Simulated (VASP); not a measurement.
Te under changes of volume

One of the cells (32.137 Å³/atom); the others are scaled copies at fixed shape and fractional positions:

```
CELL_PARAMETERS angstrom
4.31485 0.00000 0.00000
-2.15742 3.73677 0.00000
0.00000 0.00000 5.97959
ATOMIC_POSITIONS crystal
Te 0.71751 0.71751 0.00000
Te 0.00000 0.28249 0.66667
Te 0.28249 0.00000 0.33333
```

- Program: VASP 6.6.1
- Functional: PBEsol
- Potentials or basis: VASP PAW PBE potentials, release 64 (Te)
- Cutoff: 520 eV
- k mesh: 6 × 6 × 4
- Occupations: gaussian, width 0.02 eV
- Spin: no spin polarisation

```tsv
volume (Å³/atom)	energy over the lowest point (meV/atom)	pressure (GPa)	largest force (eV/Å)
30.852	?	?	?
31.495	2.31	1.2	0.082
32.137	0.00	0.0	0.002
32.780	2.11	-1.0	0.073
33.423	8.17	-2.0	0.143
```

Question: What does the run at 30.852 Å³/atom give?

Answer: Energy over the lowest point 9.57 meV/atom; pressure 2.5 GPa; largest force 0.169 eV/Å.

Worked out: A Birch-Murnaghan fit of order 2 (a polynomial in V^(-2/3)) to the other rows has its minimum at 32.14 Å³/atom with B0 = V·E''(V) = 55 GPa at fixed shape and positions, which overstates the stiffness. It gives 9.47 meV/atom at 30.852 Å³/atom, against the run's 9.57, and -dE/dV = 2.4 GPa, against 2.5.

Energies are extrapolated to zero smearing.

Caveats: the PAW data sets were made with another functional, which shifts forces and pressure a little.
